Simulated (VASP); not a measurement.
# ZnS (P6_3mc) in VASP: settings compared

Aim: see how the results for ZnS move with the level of theory and the settings. Levels: RPBE, BLYP+D3(BJ), PBE0. Tasks: single point, relaxation of cell and atoms.

Program: VASP 6.6.1. These are calculated values, not measurements. Logs are shortened: lines on timing, memory, paths and dates and some standing lists are left out, and cuts for length are marked.

**Experimental background.**

A printed reference work, monograph reports, for a bulk crystal of ZnS at 4 K: band gap 3.911 eV (direct).

The results are compared with them further down.

## Step 1: The cell of the first run

The structure is hexagonal, space group P6_3mc (No. 186). The conventional cell has a = 3.861 Å, b = 3.861 Å, c = 6.316 Å, α = 90.00°, β = 90.00°, γ = 120.00°. Zn (site symmetry 3m) has 4 S at 2.34 to 2.43 Å within 3.1 Å. Within 3.1 Å of S (site symmetry 3m) lie 4 Zn at 2.34 to 2.43 Å.

## Step 2: Single point, RPBE

Contents of INCAR:

```
  ALGO = Normal
  EDIFF = 1E-6
  ENCUT = 520
  GGA = RP
  ISIF = 2
  ISMEAR = -1
  LASPH = T
  LCHARG = F
  LREAL = F
  LWAVE = F
  NBANDS = 26
  NELM = 80
  PREC = Accurate
  SIGMA = 0.05
```

Contents of KPOINTS:

```
k-points
0
Gamma
  8 8 5
```

Contents of POSCAR:

```
ZnS
1.0
    3.8611504880      0.0000000000      0.0000000000
   -1.9305752440      3.3438544104      0.0000000000
    0.0000000000      0.0000000000      6.3160357234
Zn S
2 2
Direct
    0.6666666667      0.3333333333      0.5000000000
    0.3333333333      0.6666666667      0.0000000000
    0.6666666667      0.3333333333      0.8850000000
    0.3333333333      0.6666666667      0.3850000000
```

Potentials or basis: VASP PAW PBE potentials, release 64 (Zn, S).

Started as:

```console
$ cat potpaw_PBE.64/Zn/POTCAR potpaw_PBE.64/S/POTCAR > POTCAR
$ mpirun -np 1 vasp_std > vasp.out
```

OUTCAR:

```text
EDIFF = 1E-6
   ENCUT = 520
   GGA = RP
   ISIF = 2
   ISMEAR = -1
   LASPH = T
   LREAL = F
   NELM = 80
   PREC = Accurate

 ion  position               nearest neighbor table
   1  0.667  0.333  0.500-   4 2.34   4 2.34   4 2.34   3 2.43
   2  0.333  0.667  0.000-   3 2.34   3 2.34   3 2.34   4 2.43
   3  0.667  0.333  0.885-   2 2.34   2 2.34   2 2.34   1 2.43
   4  0.333  0.667  0.385-   1 2.34   1 2.34   1 2.34   2 2.43

  LATTYP: Found a hexagonal cell.
 ALAT       =     3.8611504880
 C/A-ratio  =     1.6357911309

  Lattice vectors:

 A1 = (   3.8611504880,   0.0000000000,   0.0000000000)
 A2 = (  -1.9305752440,   3.3438544104,   0.0000000000)
 A3 = (   0.0000000000,   0.0000000000,   6.3160357234)

Analysis of symmetry for initial positions (statically):
=====================================================================
 Subroutine PRICEL returns:
 Original cell was already a primitive cell.

 Routine SETGRP: Setting up the symmetry group for a
 hexagonal supercell.

 Subroutine GETGRP returns: Found 12 space group operations
 (whereof  6 operations were pure point group operations)
 out of a pool of 24 trial point group operations.

The static configuration has the point symmetry C_3v.
 The point group associated with its full space group is C_6v.

Analysis of symmetry for dynamics (positions and initial velocities):
=====================================================================
 Subroutine PRICEL returns:
 Original cell was already a primitive cell.

 Routine SETGRP: Setting up the symmetry group for a
 hexagonal supercell.

 Subroutine GETGRP returns: Found 12 space group operations
 (whereof  6 operations were pure point group operations)
 out of a pool of 24 trial point group operations.

The dynamic configuration has the point symmetry C_3v.
 The point group associated with its full space group is C_6v.

 Subroutine INISYM returns: Found 12 space group operations
 (whereof  6 operations are pure point group operations),
 and found     1 'primitive' translations

----------------------------------------------------------------------------------------

                                     Primitive cell

  volume of cell :      81.5471

  direct lattice vectors                    reciprocal lattice vectors
     3.861150488  0.000000000  0.000000000     0.258990164  0.149528041  0.000000000
    -1.930575244  3.343854410  0.000000000     0.000000000  0.299056082  0.000000000
     0.000000000  0.000000000  6.316035723     0.000000000  0.000000000  0.158327160

  length of vectors
     3.861150488  3.861150488  6.316035723     0.299056082  0.299056082  0.158327160

  position of ions in fractional coordinates (direct lattice)
     0.666666667  0.333333333  0.500000000
     0.333333333  0.666666667  0.000000000
     0.666666667  0.333333333  0.885000000
     0.333333333  0.666666667  0.385000000

  ion indices of the primitive-cell ions
   primitive index   ion index
                 1           1
                 2           2
                 3           3
                 4           4

----------------------------------------------------------------------------------------

 KPOINTS: k-points

Automatic generation of k-mesh.
 Grid dimensions read from file:
 generate k-points for:    8    8    5

 Generating k-lattice:

  Cartesian coordinates                     Fractional coordinates (reciprocal lattice)
     0.032373771  0.018691005  0.000000000     0.125000000 -0.000000000  0.000000000
     0.000000000  0.037382010  0.000000000     0.000000000  0.125000000  0.000000000
     0.000000000  0.000000000  0.031665432     0.000000000  0.000000000  0.200000000

  Length of vectors
     0.037382010  0.037382010  0.031665432

  Shift w.r.t. Gamma in fractional coordinates (k-lattice)
     0.000000000  0.000000000  0.000000000

 Subroutine IBZKPT returns following result:
 ===========================================

 Found     30 irreducible k-points:

 Following reciprocal coordinates:
            Coordinates               Weight
  0.000000  0.000000  0.000000      1.000000
  0.125000 -0.000000  0.000000      6.000000
  0.250000 -0.000000  0.000000      6.000000
  0.375000 -0.000000  0.000000      6.000000
  0.500000 -0.000000  0.000000      3.000000
  0.125000  0.125000  0.000000      6.000000
[... 16 lines left out ...]
  0.250000 -0.000000  0.400000     12.000000
  0.375000 -0.000000  0.400000     12.000000
 [... further k-points ...]
   k-points           NKPTS =     30   k-points in BZ     NKDIM =     30   number of bands    NBANDS=     26
   number of dos      NEDOS =    301   number of ions     NIONS =      4
   total plane-waves  NPLWV =  43200
   dimension x,y,z NGX =    30 NGY =   30 NGZ =   48
   dimension x,y,z NGXF=    60 NGYF=   60 NGZF=   96
   ions per type =               2   2
   NGX,Y,Z   is equivalent  to a cutoff of  12.92, 12.92, 12.63 a.u.
   NGXF,Y,Z  is equivalent  to a cutoff of  25.83, 25.83, 25.27 a.u.
 SYSTEM =  unknown system
   PREC   = accura    normal or accurate (medium, high low for compatibility)
   ISTART =      0    job   : 0-new  1-cont  2-samecut
   ICHARG =      2    charge: 1-file 2-atom 10-const
   ISPIN  =      1    spin polarized calculation?
   LNONCOLLINEAR =      F non collinear calculations
   LSORBIT =      F    spin-orbit coupling
   LASPH  =      T    aspherical Exc in radial PAW
   ENCUT  =  520.0 eV  38.22 Ry    6.18 a.u.   7.18  7.18 11.74*2*pi/ulx,y,z
   NELM   =     80;   NELMIN=  2; NELMDL= -5     # of ELM steps
   EDIFF  = 0.1E-05   stopping-criterion for ELM
   LREAL  =      F    real-space projection
   EDIFFG = 0.1E-04   stopping-criterion for IOM
   NSW    =      0    number of steps for IOM
   IBRION =     -1    ionic relax: 0-MD 1-quasi-New 2-CG
   NFREE  =      0    steps in history (QN), initial steepest desc. (CG)
   ISIF   =      2    stress and relaxation
   ISYM   =      2    0-nonsym 1-usesym 2-fastsym
   POTIM  = 0.5000    time-step for ionic-motion
   TEBEG  =    0.0;   TEEND  =   0.0 temperature during run
   PSTRESS=    0.0 pullay stress
   NELECT =      36.0000    total number of electrons
   NUPDOWN=      -1.0000    fix difference up-down
   EMIN   =  10.00;   EMAX   =-10.00  energy-range for DOS
   EFERMI =   0.00;   METHOD = LEGACY
   ISMEAR =    -1;   SIGMA  =   0.05  broadening in eV -4-tet -1-fermi 0-gaus
   EFERMI_NEDOS =   21; number of points for ismear=-14 and -15
   IALGO  =     38    algorithm
   IMIX   =      4    mixing-type and parameters
     AMIX     =   0.40;   BMIX     =  1.00
     AMIX_MAG =   1.60;   BMIX_MAG =  1.00
  volume/ion in A,a.u.               =      20.39       137.58
  Fermi-wavevector in a.u.,A,eV,Ry     =   1.246540  2.355618 21.141565  1.553861
  Thomas-Fermi vector in A             =   2.380712
   LORBIT       =      0    0 simple, 1 ext, 2 COOP (PROOUT), +10 PAW based schemes
   GGA     = RP    functional components
   LHFCALC =     F    Hartree Fock is set to
   AEXX    =    0.0000 exact exchange contribution
   IVDW    =     0    specifies the selected vdW correction
   LEPSILON=     F    determine dielectric tensor
   LRPA    =     F    only Hartree local field effects (RPA)
 non-spin polarized calculation
  energy-cutoff  :      520.00
  volume of cell :       81.55
 maximum number of plane-waves:      2208
 NGX is ok and might be reduce to    30
   NGX = 15   NGY = 15   NGZ = 23

 number of electron      36.0000027 magnetization

 Free energy of the ion-electron system (eV)
  ---------------------------------------------------
  ext. energy  EPLUGINS =         0.00000000
  ---------------------------------------------------
  free energy    TOTEN  =       -12.36865390 eV

  energy without entropy =      -12.36865389  energy(sigma->0) =      -12.36865389

 E-fermi :   2.9160     XC(G=0):  -9.2395

 val. band max:        1.9243777924   @ k =   0.0000   0.0000   0.0000
 cond. band min:       4.1630899073   @ k =   0.0000   0.0000   0.0000
 fundamental gap:      2.2387121149
 Fermi energy:         2.9159926901

 k-point     1 :       0.0000    0.0000    0.0000
  band No.  band energies     occupation
      1     -10.9914      2.00000
      2     -10.1487      2.00000
      3      -4.2551      2.00000
      4      -4.2551      2.00000
      5      -4.1945      2.00000
      6      -4.1945      2.00000
[... 18 lines left out ...]
     25       9.5629      0.00000
     26      11.2240      0.00000

 k-point     2 :       0.1250   -0.0000    0.0000
  band No.  band energies     occupation
      1     -10.8933      2.00000
      2     -10.0928      2.00000
      3      -4.2595      2.00000
      4      -4.2319      2.00000
      5      -4.1863      2.00000
      6      -4.1645      2.00000
[... 18 lines left out ...]
     25      10.0252      0.00000
     26      10.6336      0.00000

 k-point     3 :       0.2500   -0.0000    0.0000
  band No.  band energies     occupation
      1     -10.6310      2.00000
      2      -9.9623      2.00000
      3      -4.2515      2.00000
      4      -4.1804      2.00000
      5      -4.1602      2.00000
      6      -4.0889      2.00000
[... 18 lines left out ...]
     25      10.3651      0.00000
     26      10.8553      0.00000

 k-point     4 :       0.3750   -0.0000    0.0000
  band No.  band energies     occupation
      1     -10.3097      2.00000
      2      -9.8569      2.00000
      3      -4.2205      2.00000
      4      -4.1390      2.00000
      5      -4.0876      2.00000
      6      -4.0092      2.00000
[... 18 lines left out ...]
     25      10.7621      0.00000
     26      12.1143      0.00000
[... 496 lines left out ...]
      1     -10.6414      2.00000
      2     -10.3958      2.00000
      3      -4.2478      2.00000
      4      -4.2211      2.00000
      5      -4.2137      2.00000
      6      -4.1930      2.00000
[... 18 lines left out ...]
     25       9.3526      0.00000
     26       9.6542      0.00000

 k-point    23 :       0.2500   -0.0000    0.4000
  band No.  band energies     occupation
      1     -10.4139      2.00000
      2     -10.2078      2.00000
      3      -4.2437      2.00000
      4      -4.2083      2.00000
      5      -4.1523      2.00000
      6      -4.1240      2.00000
[... 18 lines left out ...]
     25       9.8773      0.00000
     26      10.3763      0.00000

 k-point    24 :       0.3750   -0.0000    0.4000
  band No.  band energies     occupation
      1     -10.1534      2.00000
      2     -10.0129      2.00000
      3      -4.2216      2.00000
      4      -4.1800      2.00000
      5      -4.0956      2.00000
      6      -4.0551      2.00000
[... 18 lines left out ...]
     25      10.9548      0.00000
     26      11.2961      0.00000

 [... further k-points ...]

------------------------ aborting loop because EDIFF is reached ----------------------------------------

  FORCE on cell =-STRESS in cart. coord.  units (eV):
  Direction    XX          YY          ZZ          XY          YZ          ZX
  --------------------------------------------------------------------------------------
  -------------------------------------------------------------------------------------
  Total        1.3333446      1.3333446      0.4849059      0.0000000      0.0000000      0.0000000
  in kB       26.1965627     26.1965627      9.5270700      0.0000000      0.0000000      0.0000000
  external PRESSURE =      20.6400652 kB  Pullay stress =       0.0000000 kB

 VOLUME and BASIS-vectors are now :
 -----------------------------------------------------------------------------
  energy-cutoff  :      520.00
  volume of cell :       81.55
      direct lattice vectors                 reciprocal lattice vectors
     3.861150488  0.000000000  0.000000000     0.258990164  0.149528041  0.000000000
    -1.930575244  3.343854410  0.000000000     0.000000000  0.299056082  0.000000000
     0.000000000  0.000000000  6.316035723     0.000000000  0.000000000  0.158327160

 POSITION                                       TOTAL-FORCE (eV/Angst)
 -----------------------------------------------------------------------------------
      1.93058      1.11462      3.15802        -0.000000      0.000000      0.283470
     -0.00000      2.22924      0.00000         0.000000     -0.000000      0.283470
      1.93058      1.11462      5.58969         0.000000      0.000000     -0.283470
     -0.00000      2.22924      2.43167        -0.000000     -0.000000     -0.283470
 -----------------------------------------------------------------------------------
    total drift:                               -0.000000     -0.000000      0.000273

  FREE ENERGIE OF THE ION-ELECTRON SYSTEM (eV)
  ---------------------------------------------------
  free  energy   TOTEN  =       -12.3686538950 eV

  energy  without entropy=      -12.3686538950  energy(sigma->0) =      -12.36865389
```

Wall time 1.9 min (1 thread of AMD EPYC 7R13, shared host); peak memory 0.19 GiB.

Results:

```yaml
Free_energy: -12.3687 eV
Pressure: 2.1 GPa
Largest_force: 0.283 eV/Å
Band_gap_on_the_k_mesh: 2.24 eV
```

Forces on the atoms (eV/Å):
```
Zn   0.000  0.000  0.283
Zn   0.000  0.000  0.283
S    0.000  0.000 -0.283
S    0.000  0.000 -0.283
```

Stress tensor (GPa, compression positive):
```
2.62 0.00 0.00
0.00 2.62 0.00
0.00 0.00 0.95
```

Caveat: the PAW data sets were made with another functional, which shifts forces and pressure a little.

## Step 3: Single point, RPBE

This run uses another cell than the first one, of 20.78 Å³/atom.

Contents of INCAR:

```
ALGO     = Normal         # electronic algorithm
EDIFF    = 1E-6           # SCF threshold, eV
ENCUT    = 520            # plane-wave cutoff, eV
GGA      = RP             # functional
ISIF     = 2              # what is computed and relaxed
ISMEAR   = -1             # smearing method
LASPH    = T              # aspherical terms in the spheres
LCHARG   = F              # write CHGCAR
LREAL    = F              # projectors in reciprocal space
LWAVE    = F              # write WAVECAR
NBANDS   = 26             # bands
NELM     = 60             # most SCF steps
PREC     = Accurate       # precision mode
SIGMA    = 0.05           # smearing width, eV
```

KPOINTS is that of step 2.

Contents of POSCAR:

```
ZnS
1.0
    3.8857444663      0.0000000000      0.0000000000
   -1.9428722331      3.3651534204      0.0000000000
    0.0000000000      0.0000000000      6.3562663350
Zn S
2 2
Direct
    0.6666666667      0.3333333333      0.5000000000
    0.3333333333      0.6666666667      0.0000000000
    0.6666666667      0.3333333333      0.8850000000
    0.3333333333      0.6666666667      0.3850000000
```

Potentials or basis: VASP PAW PBE potentials, release 64 (Zn, S).

Started as:

```console
$ cat potpaw_PBE.64/Zn/POTCAR potpaw_PBE.64/S/POTCAR > POTCAR
$ mpirun -np 1 vasp_std > vasp.out
```

It took 1.8 min on 1 thread of AMD EPYC 7R13, shared host; peak memory 0.19 GiB.

It converged, with:

* Free energy: -12.3827 eV
* Pressure: 0.8 GPa
* Largest force: 0.263 eV/Å
* Band gap on the k mesh: 2.15 eV

Forces in eV/Å, atoms in the order of the input:
```
Zn   0.000  0.000  0.263
Zn   0.000  0.000  0.263
S    0.000  0.000 -0.263
S    0.000  0.000 -0.263
```

Stress tensor (GPa, compression positive):
```
 1.24  0.00  0.00
 0.00  1.24  0.00
 0.00  0.00 -0.18
```

Levels at points of the mesh, in eV from the valence-band top:
```tsv
k point	band 14	band 15	band 16	band 17	band 18	band 19	band 20	band 21	band 22	band 23
(0.00, 0.00, 0.00)	-0.79	-0.79	-0.02	-0.02	0.00	2.15	3.00	6.39	6.39	6.68
(0.50, 0.00, 0.00)	-3.95	-2.87	-2.04	-1.38	-0.90	3.77	4.20	5.35	7.22	7.27
```

Caveat: the PAW data sets were made with another functional, which shifts forces and pressure a little.

(Continued in part 2 of 3.)
